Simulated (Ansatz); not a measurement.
# C: relaxing cell and atoms, phonons and elastic constants, part 2 of 2

Aim: for C, 3 runs in a chain (relaxing cell and atoms, phonons and elastic constants).

Ansatz 0.2.0; DFT LDA, scalar-relativistic, plane waves, PAW. Earlier steps stand in the parts before.

### 3 Phonons

It takes the final geometry of step 2.

The input, input.yaml:

```yaml
crystal:
  lattice:
    - [0.0, 1.7658906484, 1.7658906484]
    - [1.7658906484, 0.0, 1.7658906484]
    - [1.7658906484, 1.7658906484, 0.0]
  atoms:
    - { symbol: C, position: [0.0, 0.0, 0.0] }
    - { symbol: C, position: [0.25, 0.25, 0.25] }
scf:
  occupations: { method: fixed }
output: {}
hamiltonian:
  xc: lda
kpoints:
  mp_grid: { grid: [10, 10, 10] }
phonons:
  method: dfpt
  dielectric: true
  rigid_motions: translations
```

Command:

```console
> ansatz run input.yaml --threads 8 --pin off --max-ram 24576MiB --backend cpu --events-out ev --progress --plain --runs-dir out
```

Standard output, cut to the lines that bear on the results:

```text
Warning: RAYON_NUM_THREADS=8 ignored (pool sized by the plan → 8); use --threads N
[...]
Pseudopotentials: kind: paw
Pseudopotential: C, paw, valence charge 4, recommended cutoff 420 eV (normal), C.paw.azcp
Functional definition: SPW92
[...]
Crystal: 2 atoms, lattice volume = 11.013 Å³
Basis set: ecut = 420 eV, 181 PW (Γ), exchange–correlation on 40×40×40 points (8 copies of the dense FFT grid, shifted against one another)
Bands: 8, of which v1, the nominal top of the filled ones, is band 4 counted from 1 (3 counted from 0)
Symmetry: 48 space group operations
k-points: 171 of 1000 (irreducible under 4 space group operations, time reversal used)
[...]
SCF iter   1: F=—  HF=-485.986013 eV  |F-HF|=—  |Δ(HF+E_count)|=         —  Δρ=7.48e-3  dr2=2.29e-3  ethr=1.77e-3  ⟨swp⟩=3.9  Hψ=8141  notcnv=0  defer=273
[...]
NSCF: frozen V_eff on 2 k-points
[...]
    site 0:
         0.00000    0.00000    0.00000
         0.00000    0.00000   -0.00000
         0.00000    0.00000    0.00000
    site 1:
         0.00000   -0.00000   -0.00000
        -0.00000    0.00000    0.00000
        -0.00000    0.00000    0.00000
  Z* charge neutrality: 4.566e-4 e pre-enforcement
  solved inside a basis spanned on kpoints, on 10×10×10 k-points, its susceptibility summed on 14×14×14: ε∞ is read to err by 1.6e-2, Z* by 4.3e-3 e (field_mesh: kpoints solves on kpoints)
  optical modes at Γ without the LO–TO term, one row a degenerate level:
      ω (cm⁻¹)  modes    IR ((D/Å)²/amu)
       1323.39      3             0.0000
  optical modes at Γ + LO–TO along q̂ = [1.0000, 0.0000, 0.0000]:
      ω (cm⁻¹)  modes    IR ((D/Å)²/amu)
       1323.39      3             0.0000
  optical modes at Γ + LO–TO along q̂ = [0.0000, 1.0000, 0.0000]:
      ω (cm⁻¹)  modes    IR ((D/Å)²/amu)
       1323.39      3             0.0000
  optical modes at Γ + LO–TO along q̂ = [0.0000, 0.0000, 1.0000]:
      ω (cm⁻¹)  modes    IR ((D/Å)²/amu)
       1323.39      3             0.0000
```

It took 3.2 s on 8 threads of Arm Neoverse V1, shared host; peak memory 0.39 GiB.

The optical modes at Γ, the three translations left out and without the macroscopic field of LO modes (i: imaginary):

```tsv
cm⁻¹	modes	IR intensity ((D/Å)²/amu)
1323	3	0.00
```

Diagonal Born charges in e, distinct sites:

```tsv
atom	Z*xx	Z*yy	Z*zz	mean
C1	0.00	0.00	0.00	0.00
```

### 4 Elastic constants

It takes the final geometry of step 2.

Edit input.yaml of step 3 so:

```diff
@@ -10,3 +10,4 @@
   occupations: { method: fixed }
-output: {}
+output:
+  stress: true
 hamiltonian:
@@ -15,5 +16,4 @@
   mp_grid: { grid: [10, 10, 10] }
-phonons:
-  method: dfpt
-  dielectric: true
-  rigid_motions: translations
+elastic:
+  mode: relaxed_ion
+  stencil: two_point
```

Command:

```console
> ansatz run input.yaml --threads 8 --pin off --max-ram 24576MiB --backend cpu --events-out ev --progress --plain --runs-dir out
```

Standard output, cut to the lines that bear on the results:

```text
Warning: RAYON_NUM_THREADS=8 ignored (pool sized by the plan → 8); use --threads N
[...]
[... 3 set-up lines as earlier in the session ...]
[...]
Crystal: 2 atoms, lattice volume = 11.013 Å³
Basis set: ecut = 420 eV, 181 PW (Γ)
Bands: 8, of which v1, the nominal top of the filled ones, is band 4 counted from 1 (3 counted from 0)
[... 2 set-up lines as earlier in the session ...]
k-points: 47 of 1000
[...]
SCF iter   1: F=—  HF=-485.986002 eV  |F-HF|=—  |Δ(HF+E_count)|=         —  Δρ=7.48e-3  dr2=2.29e-3  ethr=1.77e-3  ⟨swp⟩=3.9  Hψ=2235  notcnv=0  defer=71
[...]
relax step   1: F+E_penalty+E_count = -485.98511758 eV  Δ(F+E_penalty+E_count) = +0.000e0 eV  max|allowed force component| = 8.202e-3 eV/Å  Δτ_max = 0.0000 Å  (6 SCF iters, accepted)
[...]
  moduli (Voigt/Reuss/Hill, GPa): K = 467.05/467.05/467.05   G = 546.95/540.79/543.87   E = 1175.37   ν = 0.081
  mechanically stable: yes (min eigenvalue of sym C = 593.34 GPa)
  strain η (Voigt 11):  stress-route row diagonal C_11 = 1103.53 GPa, energy-path curvature d²(F+E_count+ΔE)/dδ²/Ω₀ = 1106.45 GPa
         δ    σ_11 (GPa)             F (eV)   n_scf  n_hpsi   n_pw
    -2.000e-3      -2.2021        -485.9850171       7   15973    222   relax 0 steps, max|allowed force component| 2.22e-16 eV/Å
     2.000e-3       2.2120        -485.9850647       4   10828    228   relax 0 steps, max|allowed force component| 2.22e-16 eV/Å
  strain η (Voigt 23):  stress-route row diagonal C_44 = 593.34 GPa, energy-path curvature d²(F+E_count+ΔE)/dδ²/Ω₀ = 595.24 GPa
         δ    σ_23 (GPa)             F (eV)   n_scf  n_hpsi   n_pw
    -2.000e-3      -1.1867        -485.9851184       2   14688    228   relax 3 steps, max|allowed force component| 2.74e-7 eV/Å
     2.000e-3       1.1867        -485.9851184       2   14611    228   relax 2 steps, max|allowed force component| 3.66e-7 eV/Å
```

It took 1.8 s on 8 threads of Arm Neoverse V1, shared host; peak memory 0.28 GiB.

What follows for a polycrystal (Hill averages; density 3.622 g/cm³):

| quantity | value |
| --- | --- |
| bulk modulus B | 467.0 GPa |
| shear modulus G | 543.9 GPa |
| B/G | 0.86 |
| universal anisotropy index | 0.06 |
| sound speeds v_l, v_t | 18143, 12254 m/s |
| Debye temperature Θ | 2255 K |

Young's modulus by Cartesian direction:

```tsv
direction	E (GPa)
(1, 0, 0)	1068
(0, 1, 0)	1068
(0, 0, 1)	1068
(1, 1, 0)	1199
(1, 0, 1)	1199
(0, 1, 1)	1199
(1, 1, 1)	1250
```

### 5 Results

This closing draws on all 2 parts.

| step | volume (Å³/atom) | pressure (GPa) | energy (eV) | gap on the mesh (eV) | time |
| --- | --- | --- | --- | --- | --- |
| 2 | 5.51 | 0.0 | -485.985 | 4.21 | 0.9 s |

```
                           quantity                                                                      value
relaxed cell, step 2 (conventional)  a = 3.532 Å, b = 3.532 Å, c = 3.532 Å, α = 90.00°, β = 90.00°, γ = 90.00°
                 optical modes at Γ                                                                  1323 cm⁻¹
               ε∞, principal values                                                                       5.77
              ε0 with the ions free                                                                        5.8
                  mean Born charges                                                                  C +0.00 e
        C11, C12, C44 (relaxed-ion)                                                         1104, 149, 593 GPa
       B, G, E (Hill) (relaxed-ion)                                                         467, 544, 1175 GPa
        Poisson ratio (relaxed-ion)                                                                       0.08
                  Debye temperature                                                                     2255 K
```

**Reading.** All optical modes at Γ are real, so no distortion that keeps the cell lowers the energy to second order; that says nothing of other wave vectors. The ions give 0 % of the static dielectric constant. Measured lines, each beside the nearest calculated frequency (matched by position alone): 1331 measured, 1323 calculated cm⁻¹; the first is 1330.6 cm⁻¹ (300 K; “Orientation Dependence of Cathodoluminescence and Photoluminescence Spectroscopy of Defects in Chemical-Vapor-Deposited Diamond Microcrystal”, 2020, pmc:7730111). The tensor is positive definite (least eigenvalue 593 GPa), so the crystal resists every homogeneous strain. By Pugh's rule of thumb B/G = 0.86 (under 1.75) points to a brittle solid; Young's modulus ranges from about 1068 to 1250 GPa with direction. A measured bulk modulus of C is 444.8 GPa (quoted in “Equation of state of cubic boron nitride at high pressures and temperatures”, 2007, arxiv:cond-mat/0702656); the calculated 467 GPa misses it by +5.0 %. 3 values of this kind are on record (442 to 444.8 GPa); this one was drawn at random among those near their median, those with a stated uncertainty first. The run is for a static lattice at zero temperature. Against the measured lattice constant a of C, 3.567 Å (powder; quoted in “Characterization of the Materials Synthesized by High Pressure-High Temperature Treatment of a Polymer Derived t-BC2N Ceramic”, 2011, pmc:5448883), the calculated 3.532 Å is off by -1.0 %. That is the cell relaxed with LDA, without thermal expansion or zero-point motion.

The gaps are Kohn-Sham values of a semilocal functional, not quasiparticle or optical gaps. Such gaps usually fall short of the measured ones.
